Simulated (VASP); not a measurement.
# Os (Im-3m) in VASP: notebook

One crystal, Os, is run at these levels: PBE, r2SCAN; tasks: single point.

Everything below comes from runs of VASP 6.6.1. Logs are shortened: lines on timing, memory, paths and dates and some standing lists are left out, and cuts for length are marked.

## (1) The structure

The structure is cubic, space group Im-3m (No. 229). The conventional cell has a = 3.041 Å, b = 3.041 Å, c = 3.041 Å, α = 90.00°, β = 90.00°, γ = 90.00°. Os (site symmetry m-3m) has 8 Os at 2.63 Å as nearest neighbours.

The cell was built by a generator and needn't be a form met in nature.

## (2) Single point, PBE

File INCAR:

```
PREC = Accurate ; ENCUT = 520
EDIFF = 1E-7 ; ISMEAR = 0
SIGMA = 0.05 ; LREAL = F
LASPH = T ; NELM = 60
ALGO = Normal ; ISIF = 2
LWAVE = F ; LCHARG = F
GGA = PE ; NBANDS = 10
```

File KPOINTS:

```
regular mesh
0
Gamma
  10 10 10
```

File POSCAR:

```
Os
1.0
   -1.5206351945      1.5206351945      1.5206351945
    1.5206351945     -1.5206351945      1.5206351945
    1.5206351945      1.5206351945     -1.5206351945
Os
1
Direct
    0.0000000000      0.0000000000      0.0000000000
```

Potentials or basis: VASP PAW PBE potentials, release 64 (Os).

Launch:

```console
> cat potpaw_PBE.64/Os/POTCAR > POTCAR
> mpirun -np 1 vasp_std > vasp.out
```

OUTCAR:

```text
PREC = Accurate
   ENCUT = 520
   EDIFF = 1E-7
   ISMEAR = 0
   LREAL = F
   LASPH = T
   NELM = 60
   ISIF = 2
   GGA = PE

 ion  position               nearest neighbor table
   1  0.000  0.000  0.000-

  LATTYP: Found a body centered cubic cell.
 ALAT       =     3.0412703890

  Lattice vectors:

 A1 = (  -1.5206351945,   1.5206351945,   1.5206351945)
 A2 = (   1.5206351945,  -1.5206351945,   1.5206351945)
 A3 = (   1.5206351945,   1.5206351945,  -1.5206351945)

Analysis of symmetry for initial positions (statically):
=====================================================================
 Subroutine PRICEL returns:
 Original cell was already a primitive cell.

 Routine SETGRP: Setting up the symmetry group for a
 body centered cubic supercell.

 Subroutine GETGRP returns: Found 48 space group operations
 (whereof 48 operations were pure point group operations)
 out of a pool of 48 trial point group operations.

The static configuration has the point symmetry O_h .

Analysis of symmetry for dynamics (positions and initial velocities):
=====================================================================
 Subroutine PRICEL returns:
 Original cell was already a primitive cell.

 Routine SETGRP: Setting up the symmetry group for a
 body centered cubic supercell.

 Subroutine GETGRP returns: Found 48 space group operations
 (whereof 48 operations were pure point group operations)
 out of a pool of 48 trial point group operations.

The dynamic configuration has the point symmetry O_h .

 Subroutine INISYM returns: Found 48 space group operations
 (whereof 48 operations are pure point group operations),
 and found     1 'primitive' translations

----------------------------------------------------------------------------------------

                                     Primitive cell

  volume of cell :      14.0649

  direct lattice vectors                    reciprocal lattice vectors
    -1.520635195  1.520635195  1.520635195     0.000000000  0.328809962  0.328809962
     1.520635195 -1.520635195  1.520635195     0.328809962  0.000000000  0.328809962
     1.520635195  1.520635195 -1.520635195     0.328809962  0.328809962  0.000000000

  length of vectors
     2.633817417  2.633817417  2.633817417     0.465007507  0.465007507  0.465007507

  position of ions in fractional coordinates (direct lattice)
     0.000000000  0.000000000  0.000000000
[... 80 lines left out ...]
   IBRION =     -1    ionic relax: 0-MD 1-quasi-New 2-CG
   NFREE  =      0    steps in history (QN), initial steepest desc. (CG)
   ISIF   =      2    stress and relaxation
   ISYM   =      2    0-nonsym 1-usesym 2-fastsym
   POTIM  = 0.5000    time-step for ionic-motion
   TEBEG  =    0.0;   TEEND  =   0.0 temperature during run
   PSTRESS=    0.0 pullay stress
   NELECT =       8.0000    total number of electrons
   NUPDOWN=      -1.0000    fix difference up-down
   EMIN   =  10.00;   EMAX   =-10.00  energy-range for DOS
   EFERMI =   0.00;   METHOD = LEGACY
   ISMEAR =     0;   SIGMA  =   0.05  broadening in eV -4-tet -1-fermi 0-gaus
   EFERMI_NEDOS =   21; number of points for ismear=-14 and -15
   IALGO  =     38    algorithm
   IMIX   =      4    mixing-type and parameters
     AMIX     =   0.40;   BMIX     =  1.00
     AMIX_MAG =   1.60;   BMIX_MAG =  1.00
  volume/ion in A,a.u.               =      14.06        94.91
  Fermi-wavevector in a.u.,A,eV,Ry     =   1.356417  2.563256 25.032900  1.839866
  Thomas-Fermi vector in A             =   2.483422
   LORBIT       =      0    0 simple, 1 ext, 2 COOP (PROOUT), +10 PAW based schemes
   GGA     = PE    functional components
   LHFCALC =     F    Hartree Fock is set to
   AEXX    =    0.0000 exact exchange contribution
   IVDW    =     0    specifies the selected vdW correction
   LEPSILON=     F    determine dielectric tensor
   LRPA    =     F    only Hartree local field effects (RPA)
 non-spin polarized calculation
 Gauss-broadening in eV      SIGMA  =   0.05
  energy-cutoff  :      520.00
  volume of cell :       14.06
 maximum number of plane-waves:       394
   NGX =  9   NGY =  9   NGZ =  9

 number of electron       8.0000002 magnetization

 Free energy of the ion-electron system (eV)
  ---------------------------------------------------
  ext. energy  EPLUGINS =         0.00000000
  ---------------------------------------------------
  free energy    TOTEN  =       -10.32248011 eV

  energy without entropy =      -10.32079882  energy(sigma->0) =      -10.32163946

 E-fermi :   9.6830     XC(G=0): -14.0139

 val. band max:        9.6771386966   @ k =  -0.3000   0.3000   0.3000
 cond. band min:       9.6921189959   @ k =   0.3000   0.1000   0.1000
 fundamental gap:      0.0149802993
 Fermi energy:         9.6829576860

 k-point     1 :       0.0000    0.0000    0.0000
  band No.  band energies     occupation
      1      -1.5052      2.00000
      2       6.1920      2.00000
      3       6.1920      2.00000
      4       6.1920      2.00000
      5       9.5944      1.98771
      6       9.5944      1.98771
      7      25.9229      0.00000
      8      25.9229      0.00000
      9      25.9229      0.00000
     10      38.2175      0.00000
[... 287 lines left out ...]
 k-point    24 :      -0.3000    0.3000    0.1000
  band No.  band energies     occupation
      1       1.9058      2.00000
      2       5.1415      2.00000
      3       5.8372      2.00000
      4       8.3466      2.00000
      5       9.8085      0.00039
      6      10.5155      0.00000
      7      23.8270      0.00000
      8      26.2132      0.00000
      9      30.8075      0.00000
     10      32.8361      0.00000

 [... further k-points ...]

------------------------ aborting loop because EDIFF is reached ----------------------------------------

  FORCE on cell =-STRESS in cart. coord.  units (eV):
  Direction    XX          YY          ZZ          XY          YZ          ZX
  --------------------------------------------------------------------------------------
  -------------------------------------------------------------------------------------
  Total        1.7501027      1.7501027      1.7501027      0.0000000      0.0000000     -0.0000000
  in kB      199.3604508    199.3604508    199.3604508      0.0000000      0.0000000     -0.0000000
  external PRESSURE =     199.3604508 kB  Pullay stress =       0.0000000 kB

 VOLUME and BASIS-vectors are now :
 -----------------------------------------------------------------------------
  energy-cutoff  :      520.00
  volume of cell :       14.06
      direct lattice vectors                 reciprocal lattice vectors
    -1.520635195  1.520635195  1.520635195     0.000000000  0.328809962  0.328809962
     1.520635195 -1.520635195  1.520635195     0.328809962  0.000000000  0.328809962
     1.520635195  1.520635195 -1.520635195     0.328809962  0.328809962  0.000000000

 POSITION                                       TOTAL-FORCE (eV/Angst)
 -----------------------------------------------------------------------------------
      0.00000      0.00000      0.00000        -0.000000     -0.000000     -0.000000
 -----------------------------------------------------------------------------------
    total drift:                                0.000000     -0.000000     -0.000000

  FREE ENERGIE OF THE ION-ELECTRON SYSTEM (eV)
  ---------------------------------------------------
  free  energy   TOTEN  =       -10.3224801057 eV

  energy  without entropy=      -10.3207988209  energy(sigma->0) =      -10.32163946
```

stdout:

```text
POSCAR found type information on POSCAR Os
 POSCAR found :  1 types and       1 ions
 scaLAPACK will be used
 LDA part: xc-table for (Slater+PW92), standard interpolation
 POSCAR, INCAR and KPOINTS ok, starting setup
 FFT: planning ... GRIDC
 FFT: planning ... GRID_SOFT
 FFT: planning ... GRID
 WAVECAR not read
 entering main loop
```

It took 7.4 s on 1 thread of Intel Xeon Platinum 8488C (Sapphire Rapids), shared host; peak memory 0.13 GiB.

Results:

```yaml
Free_energy: -10.3225 eV
Pressure: 19.9 GPa
Band_gap_on_the_k_mesh: none (metal or under the smearing width)
```

Levels at points of the mesh, in eV from the Fermi level:
```tsv
k point	band 2	band 3	band 4	band 5	band 6	band 7
(0.00, 0.00, 0.00)	-3.49	-3.49	-3.49	-0.09	-0.09	16.24
(0.50, 0.00, 0.00)	-5.65	-0.23	-0.22	0.59	3.40	9.37
(0.50, 0.50, 0.50)	-7.65	2.53	2.53	2.53	8.03	8.03
```

Caveat: so large a pressure means that the cell lies far from this level's equilibrium, or that cutoff or potentials fall short. The run has no spin-orbit coupling, so splittings on Os are missing.

## (3) Single point, r2SCAN

This run uses another cell than the first one, of 14.47 Å³/atom, 1.029 times its volume.

File POSCAR:

```
Os
1.0
   -1.5351649095      1.5351649095      1.5351649095
    1.5351649095     -1.5351649095      1.5351649095
    1.5351649095      1.5351649095     -1.5351649095
Os
1
Direct
    0.0000000000      0.0000000000      0.0000000000
```

File INCAR.step1:

```
SYSTEM = Os
PREC = Accurate ; ENCUT = 520
ISMEAR = 0 ; SIGMA = 0.05
LREAL = .False. ; LASPH = .True.
NELM = 100 ; NBANDS = 10
GGA = PE ; ALGO = Normal
EDIFF = 1E-4 ; LWAVE = .True.
LCHARG = .False.
```

File INCAR.step2:

```
SYSTEM = Os
PREC = Accurate ; ENCUT = 520
EDIFF = 1E-7 ; ISMEAR = 0
SIGMA = 0.05 ; LREAL = .False.
LASPH = .True. ; NELM = 100
ALGO = Normal ; ISIF = 2
LWAVE = .False. ; LCHARG = .False.
METAGGA = R2SCAN ; LMIXTAU = .True.
NBANDS = 10 ; ISTART = 1
```

File KPOINTS:

```
Automatic mesh
0
Gamma
  18 18 18
  0 0 0
```

Potentials or basis: VASP PAW PBE potentials, release 64 (Os).

Launch:

```console
> cat potpaw_PBE.64/Os/POTCAR > POTCAR
> cp INCAR.step1 INCAR
> mpirun -np 1 vasp_std > vasp.out
> cp INCAR.step2 INCAR
> mpirun -np 1 vasp_std > vasp.out
```

Wall time 63 s (1 thread of Intel Xeon Platinum 8488C (Sapphire Rapids), shared host); peak memory 0.14 GiB.

The run converged. Its results:

| Quantity | Value |
| --- | --- |
| Free energy | -52.0824 eV |
| Pressure | 1.1 GPa |
| Band gap on the k mesh | none (metal or under the smearing width) |

Levels at points of the mesh, in eV from the Fermi level:
| k point | band 1 | band 2 | band 3 | band 4 | band 5 | band 6 | band 7 | band 8 |
| --- | --- | --- | --- | --- | --- | --- | --- | --- |
| (0.00, 0.00, 0.00) | -11.46 | -3.58 | -3.58 | -3.58 | -0.06 | -0.06 | 17.01 | 17.01 |
| (0.50, 0.00, 0.00) | -8.13 | -5.73 | -0.31 | -0.23 | 0.60 | 3.25 | 9.40 | 13.06 |
| (0.50, 0.50, 0.50) | -7.67 | -7.67 | 2.40 | 2.40 | 2.40 | 8.22 | 8.22 | 8.22 |

Caveat: the PAW data sets were made with another functional, which shifts forces and pressure a little. The run has no spin-orbit coupling, so splittings on Os are missing.

(Part 1 of 2 ends here.)
